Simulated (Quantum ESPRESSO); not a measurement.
# FeO (Pm-3m) in Quantum ESPRESSO: notebook, part 3 of 3

Quantum ESPRESSO 7.5.

### 5 Phonons, LDA, collinear spin, ferromagnetic start

pw.in

```
&CONTROL
  calculation = 'scf'
  prefix = 'pwscf'
  outdir = './tmp'
  pseudo_dir = './pseudo'
  tprnfor = .true.
  tstress = .true.
  disk_io = 'low'
/
&SYSTEM
  ibrav = 0
  nat = 2
  ntyp = 2
  ecutwfc = 56
  ecutrho = 448
  nbnd = 21
  occupations = 'smearing'
  smearing = 'fd'
  degauss = 0.00367493
  nspin = 2
  starting_magnetization(1) = 0.1875
  starting_magnetization(2) = 0
/
&ELECTRONS
  conv_thr = 4d-10
  electron_maxstep = 120
  mixing_beta = 0.3
/
ATOMIC_SPECIES
Fe    55.8450 fe_lda_v1.5.uspp.F.UPF
O     15.9990 o_lda_v1.2.uspp.F.UPF
CELL_PARAMETERS angstrom
   2.6124696300    0.0000000000    0.0000000000
   0.0000000000    2.6124696300    0.0000000000
   0.0000000000    0.0000000000    2.6124696300
ATOMIC_POSITIONS crystal
Fe     0.0000000000    0.0000000000    0.0000000000
O      0.5000000000    0.5000000000    0.5000000000
K_POINTS automatic
8 8 8 1 1 1
```

scf2.in

```
&CONTROL
  calculation = 'scf'
  prefix = 'pwscf'
  outdir = './tmp'
  pseudo_dir = './pseudo'
  tprnfor = .true.
  tstress = .true.
  disk_io = 'low'
/
&SYSTEM
  ibrav = 0
  nat = 2
  ntyp = 2
  ecutwfc = 56
  ecutrho = 448
  nbnd = 21
  occupations = 'smearing'
  smearing = 'fd'
  degauss = 0.00367493
  nspin = 2
  starting_magnetization(1) = 0.1875
  starting_magnetization(2) = 0
/
&ELECTRONS
  conv_thr = 1d-13
  electron_maxstep = 120
  mixing_beta = 0.3
  startingpot = 'file'
  startingwfc = 'file'
/
ATOMIC_SPECIES
Fe    55.8450 fe_lda_v1.5.uspp.F.UPF
O     15.9990 o_lda_v1.2.uspp.F.UPF
CELL_PARAMETERS angstrom
   2.6124696300    0.0000000000    0.0000000000
   0.0000000000    2.6124696300    0.0000000000
   0.0000000000    0.0000000000    2.6124696300
ATOMIC_POSITIONS crystal
Fe     0.0000000000    0.0000000000    0.0000000000
O      0.5000000000    0.5000000000    0.5000000000
K_POINTS automatic
8 8 8 1 1 1
```

ph.in

```
phonons of FeO
&INPUTPH
  prefix = 'pwscf'
  outdir = './tmp'
  tr2_ph = 1d-18
  fildyn = 'dyn'
  niter_ph = 90
  alpha_mix(1) = 0.4
/
0.5000000000 0.5000000000 0.5000000000
```

Potentials or basis: GBRV 1.5 LDA.

Run with:

```console
OMP_NUM_THREADS=1 pw.x -in pw.in > pw.out
OMP_NUM_THREADS=1 pw.x -in scf2.in > scf2.out
OMP_NUM_THREADS=1 ph.x -in ph.in > ph.out
```

pw.out:

```text
This program is part of the open-source Quantum ESPRESSO suite
     for quantum simulation of materials; please cite
[... 9 lines left out ...]
     --------------------
     sticks:   dense  smooth     PW     G-vecs:    dense   smooth      PW
     Sum         869     437    137                19309     6859    1237

     Using Slab Decomposition

     bravais-lattice index     =            0
     lattice parameter (alat)  =       4.9369  a.u.
     unit-cell volume          =     120.3235 (a.u.)^3
     number of atoms/cell      =            2
     number of atomic types    =            2
     number of electrons       =        22.00
     number of Kohn-Sham states=           21
     kinetic-energy cutoff     =      56.0000  Ry
     charge density cutoff     =     448.0000  Ry
     scf convergence threshold =      4.0E-10
     mixing beta               =       0.3000
     number of iterations used =            8  plain     mixing
     Exchange-correlation= SLA  PZ   NOGX NOGC
                           (   1   1   0   0   0   0   0)

     celldm(1)=   4.936852  celldm(2)=   0.000000  celldm(3)=   0.000000
     celldm(4)=   0.000000  celldm(5)=   0.000000  celldm(6)=   0.000000

     crystal axes: (cart. coord. in units of alat)
               a(1) = (   1.000000   0.000000   0.000000 )
               a(2) = (   0.000000   1.000000   0.000000 )
               a(3) = (   0.000000   0.000000   1.000000 )

     reciprocal axes: (cart. coord. in units 2 pi/alat)
               b(1) = (  1.000000  0.000000  0.000000 )
               b(2) = (  0.000000  1.000000  0.000000 )
               b(3) = (  0.000000  0.000000  1.000000 )

     PseudoPot. # 1 for Fe read from file:
     fe_lda_v1.5.uspp.F.UPF
     Pseudo is Ultrasoft + core correction, Zval = 16.0
     Generated by new atomic code, or converted to UPF format
     Using radial grid of  861 points,  6 beta functions with:
                l(1) =   0
                l(2) =   0
                l(3) =   1
                l(4) =   1
                l(5) =   2
                l(6) =   2
     Q(r) pseudized with  8 coefficients,  rinner =    1.000   1.000   1.000
                                                       1.000   1.000

     PseudoPot. # 2 for O  read from file:
     o_lda_v1.2.uspp.F.UPF
     Pseudo is Ultrasoft + core correction, Zval =  6.0
     Generated by new atomic code, or converted to UPF format
     Using radial grid of  737 points,  5 beta functions with:
                l(1) =   0
                l(2) =   0
                l(3) =   1
                l(4) =   1
                l(5) =   2
     Q(r) pseudized with  8 coefficients,  rinner =    0.900   0.900   0.900
                                                       0.900   0.900

     atomic species   valence    mass     pseudopotential
     Fe               16.00    55.84500     Fe( 1.00)
     O                 6.00    15.99900     O ( 1.00)

     Starting magnetic structure
     atomic species   magnetization
     Fe              0.188
     O               0.000

     48 Sym. Ops., with inversion, found

   Cartesian axes

     site n.     atom                  positions (alat units)
         1        Fe     tau(   1) = (   0.0000000   0.0000000   0.0000000  )
         2        O      tau(   2) = (   0.5000000   0.5000000   0.5000000  )

     number of k points=    20  Fermi-Dirac smearing, width (Ry)=  0.0037
                       cart. coord. in units 2pi/alat
        k(    1) = (   0.0625000   0.0625000   0.0625000), wk =   0.0156250
        k(    2) = (   0.0625000   0.0625000   0.1875000), wk =   0.0468750
        k(    3) = (   0.0625000   0.0625000   0.3125000), wk =   0.0468750
        k(    4) = (   0.0625000   0.0625000   0.4375000), wk =   0.0468750
        k(    5) = (   0.0625000   0.1875000   0.1875000), wk =   0.0468750
        k(    6) = (   0.0625000   0.1875000   0.3125000), wk =   0.0937500
[... 12 lines left out ...]
        k(   19) = (   0.3125000   0.4375000   0.4375000), wk =   0.0468750
        k(   20) = (   0.4375000   0.4375000   0.4375000), wk =   0.0156250

     Dense  grid:    19309 G-vectors     FFT dimensions: (  36,  36,  36)

     Smooth grid:     6859 G-vectors     FFT dimensions: (  24,  24,  24)

     Check: negative core charge=   -0.000032
     Generating pointlists ...
     new r_m :   0.3572 (alat units)  1.7636 (a.u.) for type    1
     new r_m :   0.3572 (alat units)  1.7636 (a.u.) for type    2

     Initial potential from superposition of free atoms

     starting charge      21.0000, renormalised to      22.0000
     Starting wfcs are   17 randomized atomic wfcs +    4 random wfcs

     Self-consistent Calculation

     iteration #  1     ecut=    56.00 Ry     beta= 0.30
     Davidson diagonalization with overlap
     ethr =  1.00E-02,  avg # of iterations =  5.0

     total energy              =    -282.36745158 Ry
     estimated scf accuracy    <       0.65145290 Ry

     total magnetization       =     3.89 Bohr mag/cell
     absolute magnetization    =     3.89 Bohr mag/cell

     iteration #  2     ecut=    56.00 Ry     beta= 0.30
     Davidson diagonalization with overlap
     ethr =  2.96E-03,  avg # of iterations =  1.6

     total energy              =    -282.45143840 Ry
     estimated scf accuracy    <       0.32729596 Ry

     total magnetization       =     2.89 Bohr mag/cell
     absolute magnetization    =     2.89 Bohr mag/cell
[... 81 lines left out ...]
     iteration # 11     ecut=    56.00 Ry     beta= 0.30
     Davidson diagonalization with overlap
     ethr =  3.80E-10,  avg # of iterations =  1.3

     total energy              =    -282.52843134 Ry
     estimated scf accuracy    <          2.1E-09 Ry

     total magnetization       =     4.00 Bohr mag/cell
     absolute magnetization    =     4.00 Bohr mag/cell

     iteration # 12     ecut=    56.00 Ry     beta= 0.30
     Davidson diagonalization with overlap
     ethr =  9.43E-12,  avg # of iterations =  1.7

     Magnetic moment per site  (integrated on atomic sphere of radius R)
     atom   1 (R=0.357)  charge= 13.7942  magn=  3.4138
     atom   2 (R=0.357)  charge=  5.9950  magn=  0.4269

     End of self-consistent calculation

 ------ SPIN UP ------------

          k = 0.0625 0.0625 0.0625 (   850 PWs)   bands (ev):

   -73.2608 -39.6113 -39.6105 -39.6105  -4.7510  10.6974  10.6974  11.5112
    12.3245  12.3245  13.3340  13.3340  13.4814  17.0037  30.2749  30.2749
    34.5355  35.7186  35.7186  43.5381  43.5381

          k = 0.0625 0.0625 0.1875 (   846 PWs)   bands (ev):

   -73.2564 -39.6536 -39.6073 -39.6068  -4.4334   9.4756  10.7564  11.2212
    11.6718  12.5844  13.1019  13.9283  14.1128  18.3477  28.7864  30.3975
    33.9028  34.7978  37.6685  41.2284  42.6045

          k = 0.0625 0.0625 0.3125 (   845 PWs)   bands (ev):

   -73.2501 -39.7138 -39.6020 -39.6016  -3.9279   7.7657  10.7182  11.0055
    11.3022  13.0836  13.2142  14.4577  14.8042  19.8456  26.3866  30.6520
    33.3170  33.4085  39.4424  40.6820  42.2262
[... 91 lines left out ...]
          k = 0.3125 0.4375 0.4375 (   859 PWs)   bands (ev):

   -73.2206 -39.7273 -39.7268 -39.6826  -2.2435   8.0882   8.0944   8.9521
    13.0513  13.7496  13.9364  14.5230  15.2022  21.7289  23.5640  23.6545
    33.4508  35.2404  36.7354  36.9944  50.2495

          k = 0.4375 0.4375 0.4375 (   870 PWs)   bands (ev):

   -73.2164 -39.7227 -39.7221 -39.7221  -1.9304   7.8453   7.8453   8.0497
    13.8540  13.8540  14.7940  15.2602  15.2602  21.8533  22.4199  22.4199
    31.6259  36.5510  36.5780  36.5780  49.7668

 ------ SPIN DOWN ----------

          k = 0.0625 0.0625 0.0625 (   850 PWs)   bands (ev):

   -69.1183 -35.6021 -35.6010 -35.6010  -4.0639  12.5120  12.5692  12.5692
    14.0621  14.0621  16.8919  16.8919  16.9362  18.0900  31.5206  31.5206
    35.6513  36.7966  36.7966  44.2938  44.2938

          k = 0.0625 0.0625 0.1875 (   846 PWs)   bands (ev):

   -69.1131 -35.6531 -35.5971 -35.5965  -3.7382  10.5583  12.5186  12.5815
    13.9862  14.9701  16.7548  17.1313  17.2156  19.4520  30.1129  31.5006
    34.9492  35.7425  38.5885  42.2400  43.4865

          k = 0.0625 0.0625 0.3125 (   845 PWs)   bands (ev):

   -69.1058 -35.7257 -35.5907 -35.5901  -3.2190   8.6544  12.3847  12.5285
    13.9996  16.0124  16.8127  17.3663  17.6447  20.9071  27.6982  31.4840
    34.1772  34.3950  40.6535  41.4836  43.2310
[... 91 lines left out ...]
          k = 0.3125 0.4375 0.4375 (   859 PWs)   bands (ev):

   -69.0714 -35.7401 -35.7395 -35.6865  -1.4872   9.2723   9.2747  10.2467
    16.0738  16.9565  17.0049  17.6847  18.1073  23.0000  24.6266  24.6783
    34.9450  36.3643  37.8526  38.1843  50.9604

          k = 0.4375 0.4375 0.4375 (   870 PWs)   bands (ev):

   -69.0665 -35.7344 -35.7335 -35.7335  -1.1732   9.1357   9.1357   9.2944
    17.2174  17.2174  17.7253  18.2413  18.2413  22.8281  23.3890  23.3890
    33.1991  37.7314  37.7314  37.7513  50.5105

     the Fermi energy is    15.5780 ev

!    total energy              =    -282.52843134 Ry
     estimated scf accuracy    <          3.4E-10 Ry
     smearing contrib. (-TS)   =      -0.00005192 Ry
     internal energy E=F+TS    =    -282.52837942 Ry

     The total energy is F=E-TS. E is the sum of the following terms:
     one-electron contribution =    -121.92711242 Ry
     hartree contribution      =      74.53493006 Ry
     xc contribution           =     -36.13032279 Ry
     ewald contribution        =    -199.00587428 Ry

     total magnetization       =     4.00 Bohr mag/cell
     absolute magnetization    =     4.00 Bohr mag/cell

     convergence has been achieved in  12 iterations

     Forces acting on atoms (cartesian axes, Ry/au):

     atom    1 type  1   force =     0.00000000    0.00000000    0.00000000
     atom    2 type  2   force =     0.00000000    0.00000000    0.00000000

     Total force =     0.000000     Total SCF correction =     0.000000

     Computing stress (Cartesian axis) and pressure

          total   stress  (Ry/bohr**3)                   (kbar)     P=      -88.20
  -0.00059955   0.00000000   0.00000000          -88.20        0.00        0.00
   0.00000000  -0.00059955   0.00000000            0.00      -88.20        0.00
   0.00000000   0.00000000  -0.00059955            0.00        0.00      -88.20

=------------------------------------------------------------------------------=
   JOB DONE.
=------------------------------------------------------------------------------=
```

Run time: 3.2 min. Hardware: 1 thread of Arm Neoverse V1, shared host; peak memory 0.13 GiB.

What came out:

| Property | Result |
| --- | --- |
| Free energy | -3843.9951 eV |
| Pressure after relaxing | -8.8 GPa |
| Band gap on the k mesh | none (metal or under the smearing width) |
| Net moment | 4.00 μB per cell |
| Absolute moment | 4.00 μB per cell |
| Site moments | Fe +3.41; O +0.43 μB |
| Valence electrons inside the program's atomic spheres | Fe 13.79; O 6.00 |
| Highest phonon frequency at the q point run | 366 cm⁻¹ |

Phonon frequencies in cm⁻¹ (negative: imaginary):
| q point | frequencies |
| --- | --- |
| (0.500, 0.500, 0.500) | 153 153 153 366 366 366 |

Phonon modes at q = (0.500, 0.500, 0.500) in reciprocal lattice units:
```csv
mode,symmetry,cm⁻¹
1,T_1u,153
2,T_1u,153
3,T_1u,153
4,T_2g,366
5,T_2g,366
6,T_2g,366
```

Caveat: the mesh is thin for the phonons of a metal; the cell is more than 3 GPa from zero pressure, which shifts response properties; a cell with one magnetic atom can't hold antiferromagnetic order, which such compounds often take; semilocal functionals often make such compounds metallic where correlation or magnetic order opens a gap, which also shifts bond lengths.
